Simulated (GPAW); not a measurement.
GaN:

```xyz
2
Lattice="0.0000 2.1352 2.1352 2.1352 0.0000 2.1352 2.1352 2.1352 0.0000" Properties=species:S:1:pos:R:3 pbc="T T T"
Ga    0.0000    0.0000    0.0000
N     2.1352    2.1352    2.1352
```

Measurements of this composition are mostly on another form, of space group No. 186.

```yaml
Program: GPAW 26.7.0
Task: relaxation of cell and atoms
Functional: BLYP
Dispersion: D4
Potentials_or_basis: PAW data sets generated in the run's folder for this functional
Cutoff: 800 eV
Basis: pw
k_mesh: 11 × 11 × 11
Occupations: fermi-dirac, width 0.05 eV
Spin: no spin polarisation
```

At the start: pressure -5.1 GPa; volume 9.74 Å³/atom.

Q: Where does the relaxation end?

A: Over 3 steps the energy falls by 2.6 meV/atom and the volume is 9.51 Å³/atom (-2.3 %); space group Fm-3m (No. 225, to 0.05 Å).

Step by step:
```
step  energy change (eV)  largest force (eV/Å)  pressure (GPa)  volume (Å³)
   1              0.0000                0.0000           -5.12        19.47
   2             -0.0030                0.0000           -3.67        19.34
   3             -0.0052                0.0000            0.14        19.02
```

Final structure:
```
Ga N
1.0
     0.00015    2.11891    2.11891
     2.11891    0.00015    2.11891
     2.11891    2.11891    0.00015
Ga N
1 1
Cartesian
  0.0000 0.0000 0.0000
  2.1190 2.1190 2.1190
```

Caveat: the data sets keep Ga 3d, Li 1s and Be 1s frozen, and some such compounds lay over 1.5 % in volume off other programs; later steps reuse the first step's grids.
